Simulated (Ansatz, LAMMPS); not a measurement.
# Which site? a vacancy of O in amorphous Al2O3 at 2.62 g/cm^3 (90 atoms): runs compared

Aim: make a vacancy of O at several sites of amorphous Al2O3 at 2.62 g/cm^3 (90 atoms), relax each, and compare their energies.

Computed with Ansatz 0.2.0: Kohn-Sham DFT, PBE, PAW (set soft_2), plane waves.

## 1. The cell as built

The cell holds 90 atoms: 36 Al and 54 O. Its edges and angles: a = 10.513 Å, b = 10.513 Å, c = 10.513 Å, α = 90.0°, β = 90.0°, γ = 90.0°. 90 atoms (36 Al, 54 O) placed at random at 2.62 g/cm³, melted at 5000 K for 10 ps at fixed volume with the Morse and Coulomb pair potential with partial charges (Pedone, Malavasi, Menziani, Cormack and Segre, J. Phys. Chem. B 110, 11780 (2006)). Quenched from 5000 K to 300 K at 50 K/ps and fixed volume, held 5 ps, then minimised at fixed cell.

What the set-up can't give: The quench rate of 50 K/ps far exceeds what a furnace or splat quench reaches, so expect more defects and frozen-in strain than in a real sample. The starting topology of bonds comes from the classical model, and needn't be the one that DFT or experiment would give. The Brillouin zone is sampled at Γ only, in a cell whose shortest periodic width is 11 Å.

## 2. The reference run

The reference is a single point at the end of the relaxation.

Every defect cell starts from the geometry of this run and is relaxed in the fixed cell.

Its input, with most atom lines left out:

```yaml
crystal:
  lattice:
    - [10.5128, 0.0, 0.0]
    - [0.0, 10.5128, 0.0]
    - [0.0, 0.0, 10.5128]
  atoms:
    - { symbol: Al, position: [0.22429, 0.52418, 0.62934] }
    - { symbol: Al, position: [0.41579, 0.88489, 0.38547] }
    - { symbol: Al, position: [0.66212, 0.56005, 0.25651] }
    - { symbol: Al, position: [0.47007, 0.43967, 0.46688] }
    - { symbol: Al, position: [0.73734, 0.54866, 0.53842] }
    - { symbol: Al, position: [0.16016, 0.94636, 0.56865] }
    - { symbol: Al, position: [0.46792, 0.72051, 0.12754] }
    [... atom lines 8 to 90 left out ...]
kpoints:
  mp_grid: { grid: [1, 1, 1] }
hamiltonian:
  xc: pbe
scf:
  occupations: { method: fermi_dirac, width: 0.025 }
output:
  forces: true
  stress: true
  populations: true
  dos:
    method: { smearing: { sigma: 0.08 } }
    de: 0.1
    projected: { site_lists: { Al: [Al], O: [O] } }
  eigenvalues: true
  write_density: true
  write_potential: true
  volumetric_format: npy
```

| Quantity | Value |
| --- | --- |
| free energy per atom | -556.8077 eV/atom |
| r.m.s. force component | 0.00869 eV/Å |
| pressure | -2.456 GPa |

Filled and empty levels are parted by 3.30 eV (at Γ alone); a semilocal functional tends to put such gaps too low. In a disordered cell it changes from sample to sample, and tail or defect levels can set it.

## 3. The runs

Each row is one run, on 4 threads of AMD EPYC 9B45 (Zen 5), shared host. The free energy is the program's total, comparable only between runs with the same functional, potentials and atoms.

```csv
run,atoms,outcome,"ionic steps, all passes",free energy (eV),time,host memory (GiB)
Single point at the start,90,converged,-,-50110.539,5.4 s,1.3
Relaxation,90,converged,6,-50112.696,18 s,1.3
Single point at the relaxed geometry,90,converged,-,-50112.696,6.7 s,1.3
"Vacancy of O, site O72",89,converged,6,-49542.705,24 s,1.3
"Vacancy of O, site O55",89,converged,12,-49542.025,45 s,1.3
"Vacancy of O, site O76",89,converged,7,-49541.652,28 s,1.3
"Vacancy of O, site O73",89,converged,13,-49541.904,54 s,1.3
"Vacancy of O, site O50",89,converged,9,-49541.334,35 s,1.3
"Vacancy of O, site O53",89,converged,7,-49542.530,28 s,1.3
"Vacancy of O, site O68",89,converged,7,-49541.401,28 s,1.3
"Vacancy of O, site O56",89,converged,18,-49542.479,70 s,1.3
"Vacancy of O, site O87",89,converged,6,-49541.588,23 s,1.3
```

In some runs the program notes that the exchange-correlation potential is rough where the density is thin.

The surroundings of site O72, the cheapest one, after relaxation: 15 atoms, nearest first, with positions taken from that point. Atoms keep their numbers of the cell before the removal, where the removed atom was number 72.

```csv
atom,x,y,z,distance (Å),bonds
Al12,-0.02,-0.57,1.40,1.52,3
Al34,-0.43,-0.95,-1.12,1.54,3
O80,0.91,0.83,2.10,2.44,3
O87,-2.03,-0.12,-1.60,2.59,3
O68,-1.75,-0.61,2.09,2.79,3
Al22,0.45,2.44,1.29,2.80,4
O64,-0.64,-2.73,-0.56,2.86,3
O38,1.53,2.53,-0.02,2.96,2
O43,0.79,-2.06,1.98,2.97,3
O69,0.61,-1.02,-2.73,2.98,3
O76,-1.36,2.35,1.37,3.05,3
O88,2.82,0.35,-1.35,3.15,3
O53,2.12,-2.28,-0.56,3.16,2
Al14,0.94,-3.06,0.38,3.22,4
Al5,-2.47,1.01,1.89,3.27,4
```

The column of bonds counts only the pairs O-Al within 2.33 Å; other neighbours, such as metal atoms beside each other in a compound, aren't counted, and periodic images can show an atom twice.

## 4. The sites compared

All these cells hold the same atoms, so their energies can be compared with no chemical potential.

```csv
site,neighbours,mean distance (Å),atoms within 6 Å,energy over the best site (eV),before relaxation (eV),gain on relaxing (eV)
O72,Al2,1.71,68,0.00,0.00,0.53
O53,Al2,1.69,63,0.17,0.24,0.59
O56,Al3,1.84,72,0.23,0.58,0.88
O55,Al4,1.97,66,0.68,0.62,0.46
O73,Al3,1.82,68,0.80,0.52,0.25
O76,Al3,1.87,76,1.05,0.71,0.18
O87,Al3,1.83,73,1.12,0.76,0.17
O68,Al3,1.82,69,1.30,0.92,0.15
O50,Al3,1.83,71,1.37,0.95,0.11
```

Neighbours are those of the relaxed host within 2.33 Å (O-Al); other pairs aren't counted.

## 5. What came out

The cheapest site is O72 (2 neighbours, Al2); the dearest, O50 (3 neighbours, Al3), costs 1.4 eV more. By coordination the energies over the best site are 0.00 to 0.17 eV with 2 neighbours, 0.23 to 1.37 eV with 3 neighbours and 0.68 eV with 4 neighbours. Relaxation gains 0.11 to 0.88 eV and leaves the best site the same.

Caveats: Defects are neutral and interact with their images. The defect cells ran without spin polarisation, so cut bonds can't carry moments. In a disordered cell the relaxation can also rearrange atoms far from the site. Only 9 of the 54 O sites were tried; unless symmetry makes the others alike to these, a cheaper one may exist. The pressure of -2.5 GPa shows the cell to be stretched for this functional.

The DFT runs together took 6.1 min of wall time.

[Logs are printed without paths, hosts, clocks, repeated set-up lines and the standing remarks that a program may print on its own settings, such as how far it seeks lower states.]

[Hosts, paths, dates, database ids (printed as entryN), source tags and the programs' standing remarks are cut or masked in the printed files.]
